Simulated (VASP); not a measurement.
# CaB (P1) in VASP: density of states with PBEsol

Aim: the density of states of CaB with PBEsol.

Everything below comes from runs of VASP 6.6.1. Logs are shortened: lines on timing, memory, paths and dates and some standing lists are left out, and cuts for length are marked.

**1. Starting point**

The typed cell holds 8 atoms: a = 3.972 Å, b = 6.329 Å, c = 5.965 Å, α = 89.27°, β = 89.17°, γ = 70.61°.

The cell was built by a generator and needn't be a form met in nature.

**2. Density of states, PBEsol**

File POSCAR:

```
CaB
1.0
    3.9716988000     -0.0383170900     -0.0286923200
    2.0430120200     -5.9903748600     -0.0401072400
    0.0428054600     -0.0257610800     -5.9646007800
Ca B
4 4
Direct
    0.4492400000      0.1046060000      0.7562000000
    0.5545700000      0.8879810000      0.2544950000
    0.7292370000      0.5484750000      0.7470090000
    0.2886100000      0.4535180000      0.2447330000
    0.0981800000      0.8126970000      0.9372810000
    0.9048260000      0.1960900000      0.4446250000
    0.9025670000      0.1903620000      0.0579700000
    0.0931100000      0.8019260000      0.5582120000
```

File INCAR.step1:

```
SYSTEM = CaB
PREC     = Accurate       ! precision mode
ENCUT    = 520            ! plane-wave cutoff, eV
EDIFF    = 1E-7           ! SCF threshold, eV
ISMEAR   = 1              ! smearing method
SIGMA    = 0.0184         ! smearing width, eV
LREAL    = .FALSE.        ! projectors in reciprocal space
LASPH    = .TRUE.         ! aspherical terms in the spheres
NELM     = 100            ! most SCF steps
ALGO     = Fast           ! electronic algorithm
ISIF     = 2              ! what is computed and relaxed
LWAVE    = .FALSE.        ! write WAVECAR
LCHARG   = .TRUE.         ! write CHGCAR
GGA      = PS             ! functional
NBANDS   = 36             ! bands
```

File KPOINTS.step1:

```
Automatic mesh
0
Gamma
  5 3 3
  0.5 0.5 0
```

File INCAR.step2:

```
SYSTEM = CaB
PREC     = Accurate       ! precision mode
ENCUT    = 520            ! plane-wave cutoff, eV
EDIFF    = 1E-7           ! SCF threshold, eV
ISMEAR   = -5             ! smearing method
SIGMA    = 0.0184         ! smearing width, eV
LREAL    = .FALSE.        ! projectors in reciprocal space
LASPH    = .TRUE.         ! aspherical terms in the spheres
NELM     = 100            ! most SCF steps
ALGO     = Fast           ! electronic algorithm
ISIF     = 2              ! what is computed and relaxed
LWAVE    = .FALSE.        ! write WAVECAR
LCHARG   = .FALSE.        ! write CHGCAR
GGA      = PS             ! functional
LORBIT   = 11             ! projections on sites
NEDOS    = 1001           ! points of the DOS
ICHARG   = 11             ! starting density
```

File KPOINTS.step2:

```
Automatic mesh
0
G
  8 5 5
  0 0 0
```

Potentials or basis: VASP PAW PBE potentials, release 64 (Ca_sv, B).

Run with:

```sh
$ cat potpaw_PBE.64/Ca_sv/POTCAR potpaw_PBE.64/B/POTCAR > POTCAR
$ cp INCAR.step1 INCAR
$ cp KPOINTS.step1 KPOINTS
$ mpirun -np 1 vasp_std > vasp.out
$ cp INCAR.step2 INCAR
$ cp KPOINTS.step2 KPOINTS
$ mpirun -np 1 vasp_std > vasp.out
```

OUTCAR:

```text
SYSTEM = CaB
   PREC = Accurate
   ENCUT = 520
   EDIFF = 1E-7
   ISMEAR = -5
   LREAL = .FALSE.
   LASPH = .TRUE.
   NELM = 100
   ISIF = 2
   GGA = PS
   LORBIT = 11
   ICHARG = 11

 ion  position               nearest neighbor table
   1  0.449  0.105  0.756-
   2  0.555  0.888  0.254-
   3  0.729  0.548  0.747-
   4  0.289  0.454  0.245-
   5  0.098  0.813  0.937-
   6  0.905  0.196  0.445-
   7  0.903  0.190  0.058-
   8  0.093  0.802  0.558-

  Warning from LATTYP: Got some problem with cell dimensions!
  Tried to take original basis but could not verify dimensions!
  LATTYP: Found a triclinic cell.
 ALAT       =     3.9719872616
 B/A-ratio  =     2.1031970765
 C/A-ratio  =     2.6375337620
 COS(alpha) =     0.0004737123
 COS(beta)  =     0.5879074700
 COS(gamma) =     0.6994400946

  Lattice vectors:

 A1 = (  -3.9716988000,   0.0383170900,   0.0286923200)
 A2 = (  -5.9003855800,  -5.9137406800,   0.0172774000)
 A3 = (  -6.0575162800,   6.0544530300,   6.0334003400)

Analysis of symmetry for initial positions (statically):
=====================================================================
 Subroutine PRICEL returns:
 Original cell was already a primitive cell.

 Routine SETGRP: Setting up the symmetry group for a
 triclinic supercell.

 Subroutine GETGRP returns: Found  1 space group operations
 (whereof  1 operations were pure point group operations)
 out of a pool of  2 trial point group operations.

The static configuration has the point symmetry C_1 .

Analysis of symmetry for dynamics (positions and initial velocities):
=====================================================================
 Subroutine PRICEL returns:
 Original cell was already a primitive cell.

 Routine SETGRP: Setting up the symmetry group for a
 triclinic supercell.

 Subroutine GETGRP returns: Found  1 space group operations
 (whereof  1 operations were pure point group operations)
 out of a pool of  2 trial point group operations.

The dynamic configuration has the point symmetry C_1 .

 Subroutine INISYM returns: Found  1 space group operations
 (whereof  1 operations are pure point group operations),
 and found     1 'primitive' translations

----------------------------------------------------------------------------------------

                                     Primitive cell

  volume of cell :     141.4328

  direct lattice vectors                    reciprocal lattice vectors
     3.971698800 -0.038317090 -0.028692320     0.252622946  0.086147184  0.001440901
     2.043012020 -5.990374860 -0.040107240    -0.001610709 -0.167488558  0.000711823
     0.042805460 -0.025761080 -5.964600780    -0.001204395  0.000711823 -0.167667532

  length of vectors
     3.971987262  6.329304675  5.964810006     0.266911533  0.167497815  0.167673369

  position of ions in fractional coordinates (direct lattice)
     0.449240000  0.104606000  0.756200000
     0.554570000  0.887981000  0.254495000
     0.729237000  0.548475000  0.747009000
     0.288610000  0.453518000  0.244733000
     0.098180000  0.812697000  0.937281000
     0.904826000  0.196090000  0.444625000
     0.902567000  0.190362000  0.057970000
     0.093110000  0.801926000  0.558212000

  ion indices of the primitive-cell ions
   primitive index   ion index
                 1           1
                 2           2
                 3           3
                 4           4
                 5           5
                 6           6
                 7           7
                 8           8

----------------------------------------------------------------------------------------

 KPOINTS: Automatic mesh

Automatic generation of k-mesh.
 Grid dimensions read from file:
 generate k-points for:    8    5    5

 Generating k-lattice:

  Cartesian coordinates                     Fractional coordinates (reciprocal lattice)
     0.031577868  0.010768398  0.000180113     0.125000000 -0.000000000  0.000000000
    -0.000322142 -0.033497712  0.000142365    -0.000000000  0.200000000 -0.000000000
    -0.000240879  0.000142365 -0.033533506    -0.000000000 -0.000000000  0.200000000

  Length of vectors
     0.033363942  0.033499563  0.033534674

  Shift w.r.t. Gamma in fractional coordinates (k-lattice)
     0.000000000  0.000000000  0.000000000

 TETIRR: Found    598 inequivalent tetrahedra from     1200

 Subroutine IBZKPT returns following result:
 ===========================================

 Found    101 irreducible k-points:

 Following reciprocal coordinates:
            Coordinates               Weight
  0.000000  0.000000  0.000000      1.000000
  0.125000  0.000000  0.000000      2.000000
  0.250000  0.000000  0.000000      2.000000
  0.375000  0.000000  0.000000      2.000000
  0.500000  0.000000  0.000000      1.000000
  0.000000  0.200000  0.000000      2.000000
[... 16 lines left out ...]
  0.125000  0.000000  0.200000      2.000000
  0.250000  0.000000  0.200000      2.000000
 [... further k-points ...]
   k-points           NKPTS =    101   k-points in BZ     NKDIM =    101   number of bands    NBANDS=     31
   number of dos      NEDOS =   1001   number of ions     NIONS =      8
   total plane-waves  NPLWV =  69120
   dimension x,y,z NGX =    30 NGY =   48 NGZ =   48
   dimension x,y,z NGXF=    60 NGYF=   96 NGZF=   96
   ions per type =               4   4
   NGX,Y,Z   is equivalent  to a cutoff of  12.56, 12.61, 13.38 a.u.
   NGXF,Y,Z  is equivalent  to a cutoff of  25.11, 25.22, 26.76 a.u.
 SYSTEM =  CaB
   PREC   = accura    normal or accurate (medium, high low for compatibility)
   ISTART =      0    job   : 0-new  1-cont  2-samecut
   ICHARG =     11    charge: 1-file 2-atom 10-const
   ISPIN  =      1    spin polarized calculation?
   LNONCOLLINEAR =      F non collinear calculations
   LSORBIT =      F    spin-orbit coupling
   LASPH  =      T    aspherical Exc in radial PAW
   ENCUT  =  520.0 eV  38.22 Ry    6.18 a.u.   7.39 11.77 11.09*2*pi/ulx,y,z
   NELM   =    100;   NELMIN=  2; NELMDL=  0     # of ELM steps
   EDIFF  = 0.1E-06   stopping-criterion for ELM
   LREAL  =      F    real-space projection
   EDIFFG = 0.1E-05   stopping-criterion for IOM
   NSW    =      0    number of steps for IOM
   IBRION =     -1    ionic relax: 0-MD 1-quasi-New 2-CG
   NFREE  =      0    steps in history (QN), initial steepest desc. (CG)
   ISIF   =      2    stress and relaxation
   ISYM   =      2    0-nonsym 1-usesym 2-fastsym
   POTIM  = 0.5000    time-step for ionic-motion
   TEBEG  =    0.0;   TEEND  =   0.0 temperature during run
   PSTRESS=    0.0 pullay stress
   NELECT =      52.0000    total number of electrons
   NUPDOWN=      -1.0000    fix difference up-down
   EMIN   =  10.00;   EMAX   =-10.00  energy-range for DOS
   EFERMI =   0.00;   METHOD = LEGACY
   ISMEAR =    -5;   SIGMA  =   0.02  broadening in eV -4-tet -1-fermi 0-gaus
   EFERMI_NEDOS =   21; number of points for ismear=-14 and -15
   IALGO  =     68    algorithm
   IMIX   =      4    mixing-type and parameters
     AMIX     =   0.40;   BMIX     =  1.00
     AMIX_MAG =   1.60;   BMIX_MAG =  1.00
  volume/ion in A,a.u.               =      17.68       119.30
  Fermi-wavevector in a.u.,A,eV,Ry     =   1.172805  2.216281 18.714438  1.375472
  Thomas-Fermi vector in A             =   2.309228
   LORBIT       =     11    0 simple, 1 ext, 2 COOP (PROOUT), +10 PAW based schemes
   GGA     = PS    functional components
   LHFCALC =     F    Hartree Fock is set to
   AEXX    =    0.0000 exact exchange contribution
   IVDW    =     0    specifies the selected vdW correction
   LEPSILON=     F    determine dielectric tensor
   LRPA    =     F    only Hartree local field effects (RPA)
 non-spin polarized calculation
 RMM-DIIS sequential band-by-band and
 Fermi weights with tetrahedron method with Bloechl corrections
  energy-cutoff  :      520.00
  volume of cell :      141.43
 maximum number of plane-waves:      3835
 NGX is ok and might be reduce to    30

 number of electron      52.0000002 magnetization

 Free energy of the ion-electron system (eV)
  ---------------------------------------------------
  ext. energy  EPLUGINS =         0.00000000
  ---------------------------------------------------
  free energy    TOTEN  =       -32.29774907 eV

  energy without entropy =      -32.29774907  energy(sigma->0) =      -32.29774907

 E-fermi :   3.1841     XC(G=0):  -9.9320

 val. band max:        3.2159674853   @ k =   0.0000  -0.4000   0.2000
 cond. band min:       3.1701289910   @ k =   0.5000   0.4000   0.4000
 fundamental gap:     -0.0458384943
 Fermi energy:         3.1840817546

 k-point     1 :       0.0000    0.0000    0.0000
  band No.  band energies     occupation
      1     -36.5243      2.00000
      2     -36.4660      2.00000
      3     -36.4103      2.00000
      4     -36.3265      2.00000
      5     -17.9223      2.00000
      6     -17.8685      2.00000
[... 23 lines left out ...]
     30       5.3994      0.00000
     31       6.1409      0.00000

 k-point     2 :       0.1250    0.0000    0.0000
  band No.  band energies     occupation
      1     -36.5216      2.00000
      2     -36.4653      2.00000
      3     -36.4109      2.00000
      4     -36.3265      2.00000
      5     -17.9110      2.00000
      6     -17.8579      2.00000
[... 740 lines left out ...]
 k-point    24 :       0.2500    0.0000    0.2000
  band No.  band energies     occupation
      1     -36.5133      2.00000
      2     -36.4643      2.00000
      3     -36.4113      2.00000
      4     -36.3288      2.00000
      5     -17.9000      2.00000
      6     -17.8390      2.00000
[... 23 lines left out ...]
     30       5.4046      0.00000
     31       5.9889      0.00000

 [... further k-points ...]

------------------------ aborting loop because EDIFF is reached ----------------------------------------

  FORCE on cell =-STRESS in cart. coord.  units (eV):
  Direction    XX          YY          ZZ          XY          YZ          ZX
  --------------------------------------------------------------------------------------
  -------------------------------------------------------------------------------------
  Total       -0.1489338     -1.9163474     -3.1567389      0.7914681     -0.5570556      0.6142230
  in kB       -1.6871506    -21.7087494    -35.7601401      8.9659015     -6.3104322      6.9580353
  external PRESSURE =     -19.7186800 kB  Pullay stress =       0.0000000 kB

 VOLUME and BASIS-vectors are now :
 -----------------------------------------------------------------------------
  energy-cutoff  :      520.00
  volume of cell :      141.43
      direct lattice vectors                 reciprocal lattice vectors
     3.971698800 -0.038317090 -0.028692320     0.252622946  0.086147184  0.001440901
     2.043012020 -5.990374860 -0.040107240    -0.001610709 -0.167488558  0.000711823
     0.042805460 -0.025761080 -5.964600780    -0.001204395  0.000711823 -0.167667532

 POSITION                                       TOTAL-FORCE (eV/Angst)
 -----------------------------------------------------------------------------------
      2.03033     -0.66332     -4.52752         0.015211      0.306317      0.172173
      4.02763     -5.34714     -1.56949         0.047267     -0.545244      0.110940
      4.04883     -3.33276     -4.49853         0.038707     -0.191183     -0.124454
      2.08329     -2.73411     -1.48620        -0.263819      0.360447     -0.061807
      2.09041     -4.89627     -5.62592        -0.093126     -1.326913      1.800055
      4.01334     -1.22078     -2.68584        -0.000551      1.450119      1.953465
      3.97612     -1.17642     -0.37930         0.107189      1.461695     -1.819019
      2.03204     -4.82179     -3.36435         0.149122     -1.515238     -2.031351
 -----------------------------------------------------------------------------------
    total drift:                                0.000624      0.000815     -0.000327

  FREE ENERGIE OF THE ION-ELECTRON SYSTEM (eV)
  ---------------------------------------------------
  free  energy   TOTEN  =       -32.2977490668 eV

  energy  without entropy=      -32.2977490668  energy(sigma->0) =      -32.29774907

 total charge

# of ion       s       p       d       tot
------------------------------------------
    1        2.064   5.864   0.298   8.225
    2        2.064   5.862   0.295   8.220
    3        2.066   5.867   0.287   8.220
    4        2.066   5.866   0.286   8.217
    5        0.706   0.851   0.000   1.557
    6        0.715   0.815   0.000   1.530
    7        0.709   0.842   0.000   1.551
    8        0.712   0.837   0.000   1.548
--------------------------------------------------
tot         11.101  26.804   1.165  39.069
```

It took 12 min on 1 thread of Intel Xeon Platinum 8488C (Sapphire Rapids), shared host; peak memory 0.46 GiB.

Results:

| Item | Value |
| --- | --- |
| Valence electrons inside the program's atomic spheres | Ca 8.22; B 1.56, 1.53, 1.55 |

Levels at points of the mesh, in eV from the Fermi level:
| k point | band 22 | band 23 | band 24 | band 25 | band 26 | band 27 | band 28 | band 29 | band 30 | band 31 |
| --- | --- | --- | --- | --- | --- | --- | --- | --- | --- | --- |
| (0.00, 0.00, 0.00) | -2.41 | -0.63 | -0.19 | -0.10 | 0.46 | 0.67 | 0.85 | 1.47 | 2.22 | 2.96 |
| (0.50, 0.00, 0.00) | -1.75 | -1.28 | -1.08 | -0.25 | -0.15 | -0.12 | 0.41 | 1.32 | 1.35 | 2.96 |

States per cell in windows of 1 eV (zero at the Fermi level; states under -8 eV left out):
```
from (eV)  total  B6_p  B5_p  B7_p  B8_p  Ca4_d  Ca3_d
     -8.0   1.05  0.00  0.00  0.00  0.00   0.00   0.00
     -7.0   1.98  0.01  0.01  0.01  0.01   0.01   0.01
     -6.0   0.94  0.01  0.01  0.01  0.01   0.00   0.00
     -5.0   2.22  0.02  0.03  0.03  0.02   0.01   0.01
     -4.0   1.60  0.03  0.03  0.03  0.03   0.02   0.02
     -3.0   1.55  0.07  0.08  0.07  0.07   0.02   0.02
     -2.0   3.49  0.20  0.22  0.21  0.21   0.05   0.05
     -1.0   7.33  0.49  0.48  0.49  0.49   0.18   0.18
      0.0   3.49  0.21  0.19  0.20  0.19   0.16   0.16
      1.0   3.61  0.11  0.09  0.09  0.10   0.30   0.30
      2.0   2.76  0.07  0.06  0.06  0.06   0.24   0.22
      3.0   0.11  0.00  0.00  0.00  0.00   0.01   0.01
      4.0   0.00  0.00  0.00  0.00  0.00   0.00   0.00
```

Caveat: the PAW data sets were made with another functional, which shifts forces and pressure a little; tetrahedron occupations give inexact forces and stress in metals.
